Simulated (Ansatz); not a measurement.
# Equation of state of P

```yaml
crystal:
  lattice:
    - [0.00000, 2.74015, 2.74015]
    - [2.74015, 0.00000, 2.74015]
    - [2.74015, 2.74015, 0.00000]
  atoms:
    - { symbol: P, position: [0.00000, 0.00000, 0.00000] }
    - { symbol: P, position: [0.25000, 0.25000, 0.25000] }
```

The cell was built from the diamond type and relaxed in the same program, and has space group Fd-3m; it needn't be a known or the stable phase.

Levels of theory: DFT, PBE, all-electron LAPW, scalar-relativistic (Ansatz 0.2.0); DFT, PBE, PAW with Ansatz's default frozen-core files, scalar-relativistic (Ansatz 0.2.0).

For LAPW: a Γ-centred 11×11×11 k mesh, Fermi–Dirac smearing of 0.08 eV, basis error target 0.5 meV/atom, no spin polarisation. PAW takes a cutoff of 420 eV at this cell. The Ansatz runs share mesh, smearing and spin set-up. Plane-wave (PAW) pressures include the program's estimate of the Pulay term.

The cell above is scaled evenly, with fractional coordinates and shape held.

(1) Estimate the equilibrium volume and bulk modulus that all-electron LAPW gives for this fixed shape.

Answers

(1) V0 = 20.59 Å³/atom, B0 = 44 GPa, B0′ = 3.3, from a third-order Birch–Murnaghan fit to these pressures:
```csv
V/V(cell),V (Å³/atom),"P, LAPW (GPa)","P, PAW (GPa)"
0.9405,19.350,3.00,2.99
0.9800,20.163,0.93,0.92
1.0000,20.574,0.03,0.02
1.0200,20.986,-0.80,-0.80
1.0600,21.809,-2.29,-2.30
```
